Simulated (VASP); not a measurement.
# Si2Mo (I4/mmm) in VASP: notebook, part 2 of 2

VASP 6.6.1. Earlier steps stand in the parts before.

## 3. Relaxation of cell and atoms, RPBE

This run uses another cell than the first one, of 13.73 Å³/atom, 1.024 times its volume.

The input, INCAR:

```
ALGO = Normal
EDIFF = 1E-7
EDIFFG = -0.005
ENCUT = 600
GGA = RP
IBRION = 2
ISIF = 3
ISMEAR = 1
LASPH = True
LCHARG = False
LREAL = False
LWAVE = False
NELM = 80
NSW = 90
PREC = Accurate
SIGMA = 0.1
```

The input, KPOINTS:

```
k-points
0
Gamma
  16 16 16
```

The input, POSCAR:

```
Si2Mo                                   
1.0
   -1.6146685136      1.6146685136      3.9501616788
    1.6146685136     -1.6146685136      3.9501616788
    1.6146685136      1.6146685136     -3.9501616788
  Si              Mo            
     2     1
Direct
     0.3350480593268286    0.3350480593268286    0.0000000000000000
     0.6649519406731713    0.6649519406731713    1.0000000000000000
     0.0000000000000000    0.0000000000000000    0.0000000000000000
```

Potentials or basis: VASP PAW PBE potentials, release 64 (Si, Mo_sv).

Started as:

```sh
$ cat potpaw_PBE.64/Si/POTCAR potpaw_PBE.64/Mo_sv/POTCAR > POTCAR
$ mpirun -np 1 vasp_std > vasp.out
```

OUTCAR:

```text
EDIFF = 1E-7
   EDIFFG = -0.005
   ENCUT = 600
   GGA = RP
   IBRION = 2
   ISIF = 3
   ISMEAR = 1
   LASPH = True
   LREAL = False
   NELM = 80
   NSW = 90
   PREC = Accurate

 ion  position               nearest neighbor table
   1  0.335  0.335  0.000-   2 2.61   3 2.63   3 2.63   3 2.63   3 2.63   3 2.65   2 2.65   2 2.65
                             2 2.65   2 2.65
   2  0.665  0.665  0.000-   1 2.61   3 2.63   3 2.63   3 2.63   3 2.63   3 2.65   1 2.65   1 2.65
                             1 2.65   1 2.65
   3  0.000  0.000  0.000-   2 2.63   2 2.63   2 2.63   1 2.63   2 2.63   1 2.63   1 2.63   1 2.63
                             1 2.65   2 2.65

  LATTYP: Found a body centered tetragonal cell.
 ALAT       =     3.2293370272
 C/A-ratio  =     2.4464226840

  Lattice vectors:

 A1 = (  -1.6146685136,   1.6146685136,   3.9501616788)
 A2 = (   1.6146685136,  -1.6146685136,   3.9501616788)
 A3 = (   1.6146685136,   1.6146685136,  -3.9501616788)

Analysis of symmetry for initial positions (statically):
=====================================================================
 Subroutine PRICEL returns:
 Original cell was already a primitive cell.

 Routine SETGRP: Setting up the symmetry group for a
 body centered tetragonal supercell.

 Subroutine GETGRP returns: Found 16 space group operations
 (whereof 16 operations were pure point group operations)
 out of a pool of 16 trial point group operations.

The static configuration has the point symmetry D_4h.

Analysis of symmetry for dynamics (positions and initial velocities):
=====================================================================
 Subroutine PRICEL returns:
 Original cell was already a primitive cell.

 Routine SETGRP: Setting up the symmetry group for a
 body centered tetragonal supercell.

 Subroutine GETGRP returns: Found 16 space group operations
 (whereof 16 operations were pure point group operations)
 out of a pool of 16 trial point group operations.

The dynamic configuration has the point symmetry D_4h.

 Subroutine INISYM returns: Found 16 space group operations
[... 144 lines left out ...]
  ext. energy  EPLUGINS =         0.00000000
  ---------------------------------------------------
  free energy    TOTEN  =       -22.08152052 eV

  energy without entropy =      -22.08127793  energy(sigma->0) =      -22.08143965

------------------------ aborting loop because EDIFF is reached ----------------------------------------

  FORCE on cell =-STRESS in cart. coord.  units (eV):
  Direction    XX          YY          ZZ          XY          YZ          ZX
  --------------------------------------------------------------------------------------
  -------------------------------------------------------------------------------------
  Total        0.0260087      0.0260087      0.0087707      0.0000000     -0.0000000     -0.0000000
  in kB        1.0115495      1.0115495      0.3411186      0.0000000     -0.0000000     -0.0000000
  external PRESSURE =       0.7880725 kB  Pullay stress =       0.0000000 kB
[... 61 lines left out ...]
--------------------------------------- Ionic step        3  -------------------------------------------

 number of electron      22.0000000 magnetization

 Free energy of the ion-electron system (eV)
  ---------------------------------------------------
  ext. energy  EPLUGINS =         0.00000000
  ---------------------------------------------------
  free energy    TOTEN  =       -22.08152477 eV

  energy without entropy =      -22.08128333  energy(sigma->0) =      -22.08144429

 E-fermi :  11.9689     XC(G=0): -12.2820

 val. band max:       11.9676320606   @ k =  -0.4375   0.5000   0.3125
 cond. band min:      11.9721062956   @ k =  -0.3750   0.5000   0.3750
 fundamental gap:      0.0044742350
 Fermi energy:        11.9688865962

 k-point     1 :       0.0000    0.0000    0.0000
  band No.  band energies     occupation
      1     -48.7798      2.00000
      2     -22.9124      2.00000
      3     -22.8531      2.00000
      4     -22.8531      2.00000
      5      -1.2519      2.00000
      6       5.7425      2.00000
      7       8.5742      2.00000
      8       9.0539      2.00000
      9       9.4247      2.00000
     10       9.4247      2.00000
     11      12.3259     -0.00001
     12      15.0110      0.00000
     13      15.2078      0.00000
     14      15.4219      0.00000
[... 401 lines left out ...]
      2     -22.9106      2.00000
      3     -22.8618      2.00000
      4     -22.8606      2.00000
      5      -1.1334      2.00000
      6       5.8475      2.00000
      7       8.1506      2.00000
      8       9.0833      2.00000
      9       9.1252      2.00000
     10       9.8905      2.00000
     11      11.8801      2.01838
     12      14.6267      0.00000
     13      15.2594      0.00000
     14      15.4051      0.00000
     15      15.4782      0.00000

 [... further k-points ...]

------------------------ aborting loop because EDIFF is reached ----------------------------------------

  FORCE on cell =-STRESS in cart. coord.  units (eV):
  Direction    XX          YY          ZZ          XY          YZ          ZX
  --------------------------------------------------------------------------------------
  -------------------------------------------------------------------------------------
  Total        0.0042620      0.0042620     -0.0055086      0.0000000     -0.0000000      0.0000000
  in kB        0.1657005      0.1657005     -0.2141636      0.0000000     -0.0000000      0.0000000
  external PRESSURE =       0.0390791 kB  Pullay stress =       0.0000000 kB
[... 18 lines left out ...]
  FREE ENERGIE OF THE ION-ELECTRON SYSTEM (eV)
  ---------------------------------------------------
  free  energy   TOTEN  =       -22.0815247696 eV

  energy  without entropy=      -22.0812833304  energy(sigma->0) =      -22.08144429

 reached required accuracy - stopping structural energy minimisation
```

OSZICAR:

```text
N       E                     dE             d eps       ncg     rms          rms(c)
DAV:   1     0.138657975232E+03    0.13866E+03   -0.12413E+04 10478   0.155E+03
DAV:   2    -0.192330472745E+02   -0.15789E+03   -0.15602E+03 12710   0.358E+02
[... 24 lines left out ...]
DAV:   1    -0.220816177978E+02   -0.10254E-03   -0.22464E-03 11709   0.520E-01    0.111E-01
DAV:   2    -0.220815387583E+02    0.79039E-04   -0.80307E-04 11625   0.217E-01    0.284E-02
DAV:   3    -0.220815242887E+02    0.14470E-04   -0.78328E-05 11439   0.531E-02    0.943E-03
DAV:   4    -0.220815234882E+02    0.80051E-06   -0.68617E-06 12304   0.249E-02    0.583E-03
DAV:   5    -0.220815242560E+02   -0.76782E-06   -0.40254E-07 12643   0.580E-03    0.359E-03
DAV:   6    -0.220815247206E+02   -0.46460E-06   -0.14168E-07  5830   0.220E-03    0.427E-04
DAV:   7    -0.220815247696E+02   -0.49059E-07   -0.11036E-08  5333   0.828E-04
   3 F= -.22081525E+02 E0= -.22081444E+02  d E =-.425309E-05
```

CONTCAR:

```text
Si2Mo
   1.00000000000000
    -1.6149265594432862    1.6149265594432862    3.9503745645465682
     1.6149265594432862   -1.6149265594432862    3.9503745645465682
     1.6149265594432862    1.6149265594432862   -3.9503745645465682
  Si              Mo
     2     1
Direct
     0.3350437610324692    0.3350437610324692    0.0000000000000000
     0.6649562389675309    0.6649562389675309    0.0000000000000000
     0.0000000000000000    0.0000000000000000    0.0000000000000000

  0.00000000E+00  0.00000000E+00  0.00000000E+00
  0.00000000E+00  0.00000000E+00  0.00000000E+00
  0.00000000E+00  0.00000000E+00  0.00000000E+00
```

It took 3.7 min on 1 thread of Intel Xeon 6975P-C (Granite Rapids), shared host; peak memory 0.42 GiB.

What came out:

```
Free energy                            : -22.0815 eV
Relaxed volume                         : 13.74 Å³/atom
Relaxed cell                           : a = 4.563 Å, b = 4.563 Å, c = 4.563 Å, α = 138.55°, β = 138.55°, γ = 60.07°
Space group after relaxing (to 0.05 Å) : I4/mmm (No. 139)
Energy gained by relaxing              : 0.0 meV/atom
Ionic steps                            : 3
Pressure after relaxing                : 0.0 GPa
Band gap on the k mesh                 : none (metal or under the smearing width)
```

Final structure:
```cif
data_structure
_symmetry_space_group_name_H-M 'P 1'
_symmetry_Int_Tables_number 1
_cell_length_a 4.5631
_cell_length_b 4.5631
_cell_length_c 4.5631
_cell_angle_alpha 138.546
_cell_angle_beta 138.546
_cell_angle_gamma 60.067
_cell_volume 41.21
loop_
_atom_site_label
_atom_site_type_symbol
_atom_site_fract_x
_atom_site_fract_y
_atom_site_fract_z
_atom_site_occupancy
Si1 Si 0.33504 0.33504 0.00000 1
Si2 Si 0.66496 0.66496 0.00000 1
Mo1 Mo 0.00000 0.00000 0.00000 1
```

Caveat: the PAW data sets were made with another functional, which shifts forces and pressure a little.

## 4. Relaxation of cell and atoms, AM05

The input, INCAR:

```
PREC = Accurate
ENCUT = 600
EDIFF = 1E-6
ISMEAR = 1
SIGMA = 0.1
LREAL = F
LASPH = T
NELM = 80
ALGO = Normal
ISIF = 3
LWAVE = F
LCHARG = F
GGA = AM
IBRION = 2
NSW = 90
EDIFFG = -0.01
```

The input, KPOINTS:

```
Automatic mesh
0
Gamma
  16 16 16
```

The input, POSCAR:

```
Si2Mo
1.0
   -1.6000000000      1.6000000000      3.9305000000
    1.6000000000     -1.6000000000      3.9305000000
    1.6000000000      1.6000000000     -3.9305000000
Si Mo
2 1
Direct
    0.3330000000      0.3330000000      0.0000000000
    0.6670000000      0.6670000000      0.0000000000
    0.0000000000      0.0000000000      0.0000000000
```

Started as:

```sh
$ cat potpaw_PBE.64/Si/POTCAR potpaw_PBE.64/Mo_sv/POTCAR > POTCAR
$ mpirun -np 1 vasp_std > vasp.out
```

Wall time 16 min (1 thread of Intel Xeon Platinum 8488C (Sapphire Rapids), shared host); peak memory 0.41 GiB.

The run converged. Its results:

```yaml
Free_energy: -24.7147 eV
Relaxed_volume: 13.18 Å³/atom
Relaxed_cell: a = 4.509 Å, b = 4.509 Å, c = 4.509 Å, α = 138.68°, β = 138.68°, γ = 59.87°
Space_group_after_relaxing_to_0.05_Å: I4/mmm (No. 139)
Energy_gained_by_relaxing: 4.4 meV/atom
Ionic_steps: 5
Pressure_after_relaxing: 0.0 GPa
Band_gap_on_the_k_mesh: none (metal or under the smearing width)
```

Stress tensor (GPa, compression positive):
```
 0.05  0.00  0.00
 0.00  0.05  0.00
 0.00  0.00 -0.08
```

The path:
| step | energy change (eV) | largest force (eV/Å) | pressure (GPa) | volume (Å³) |
| --- | --- | --- | --- | --- |
| 1 | 0.0000 | 0.2989 | -4.05 | 40.25 |
| 2 | 0.0170 | 0.0828 | 7.89 | 38.31 |
| 3 | -0.0118 | 0.1629 | 0.34 | 39.47 |
| 4 | -0.0133 | 0.0205 | 0.03 | 39.54 |
| 5 | -0.0133 | 0.0018 | 0.01 | 39.55 |

Final structure:
```
CELL_PARAMETERS angstrom
-1.59077 1.59077 3.90714
1.59077 -1.59077 3.90714
1.59077 1.59077 -3.90714
ATOMIC_POSITIONS crystal
Si 0.33479 0.33479 0.00000
Si 0.66521 0.66521 0.00000
Mo 0.00000 0.00000 0.00000
```

Levels at points of the mesh, in eV from the Fermi level:
```csv
k point,band 7,band 8,band 9,band 10,band 11,band 12,band 13,band 14,band 15
"(0.00, 0.00, 0.00)",-3.38,-3.18,-2.64,-2.64,0.42,3.02,3.32,3.62,3.62
"(0.50, 0.00, 0.00)",-5.04,-4.55,-2.65,-2.59,-0.51,2.33,3.17,4.23,4.24
"(0.50, 0.50, 0.00)",-5.75,-5.13,-4.50,-3.14,-1.22,2.38,2.82,3.21,3.37
"(0.50, 0.50, 0.50)",-3.67,-2.26,-0.58,-0.58,-0.44,-0.44,0.56,4.79,5.41
```

Caveat: the PAW data sets were made with another functional, which shifts forces and pressure a little.
